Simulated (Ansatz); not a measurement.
TiB₂: strain and displacement

```xyz
3
Lattice="3.0292 0.0000 0.0000 -1.5146 2.6234 0.0000 0.0000 0.0000 3.2284" Properties=species:S:1:pos:R:3 pbc="T T T"
Ti    0.0000    0.0000    0.0000
B     0.0000    1.7489    1.6142
B     1.5146    0.8745    1.6142
```

Atoms are numbered in the order listed.

The cell is COD entry 2002799, as deposited and not checked against the literature; nothing was relaxed.

All numbers below come from DFT, PBE, all-electron LAPW, scalar-relativistic in Ansatz 0.2.0.

Numerical set-up: a Γ-centred 15×15×13 k mesh, Fermi–Dirac smearing of 0.08 eV, basis error target 1 meV/atom, no spin polarisation.

The unchanged cell is at 0.26 GPa.

In a metal, stresses and small energies carry noise from the k mesh.

x, y and z are the Cartesian axes of the cell as listed; fractional coordinates follow a strain, and an engineering shear is twice the off-diagonal strain component.

**Question.** With this change (equal xy, yz and zx engineering shear strains of -2 %), what becomes of the energy and stress and forces?

**Answer.** Energy change +9 meV/atom; stress change (xx, yy, zz, yz, xz, xy) 0.37, 0.30, 0.43, 5.30, 5.31, 6.06 GPa, compression positive; change of the force on B2 (0.061, 0.006, -0.005) eV/Å.

With equal xy, yz and zx engineering shear strains of +1 %: energy change +2 meV/atom; stress change (xx, yy, zz, yz, xz, xy) 0.09, 0.08, 0.10, -2.55, -2.55, -2.92 GPa, compression positive; change of the force on B3 (0.033, -0.001, 0.001) eV/Å.

**Question.** With this change (equal xy, yz and zx engineering shear strains of +3 %), what becomes of the energy and stress and forces?

**Answer.** Energy change +19 meV/atom; stress change (xx, yy, zz, yz, xz, xy) 0.79, 0.69, 0.91, -7.43, -7.44, -8.53 GPa, compression positive; change of the force on B3 (0.105, -0.013, 0.008) eV/Å.

**Question.** With this change (equal xy, yz and zx engineering shear strains of -3 %), what becomes of the energy and stress and forces?

**Answer.** Energy change +20 meV/atom; stress change (xx, yy, zz, yz, xz, xy) 0.83, 0.68, 0.97, 8.05, 8.07, 9.18 GPa, compression positive; change of the force on B2 (0.088, 0.013, -0.011) eV/Å.

**Question.** With this change (equal xy, yz and zx engineering shear strains of -1 %), what becomes of the energy and stress and forces?

**Answer.** Energy change +2 meV/atom; stress change (xx, yy, zz, yz, xz, xy) 0.09, 0.08, 0.11, 2.62, 2.62, 3.00 GPa, compression positive; change of the force on B2 (0.031, 0.001, -0.001) eV/Å.

**Question.** With this change (equal xy, yz and zx engineering shear strains of +2 %), what becomes of the energy and stress and forces?

**Answer.** Energy change +8 meV/atom; stress change (xx, yy, zz, yz, xz, xy) 0.36, 0.30, 0.41, -5.02, -5.03, -5.77 GPa, compression positive; change of the force on B3 (0.068, -0.006, 0.004) eV/Å.
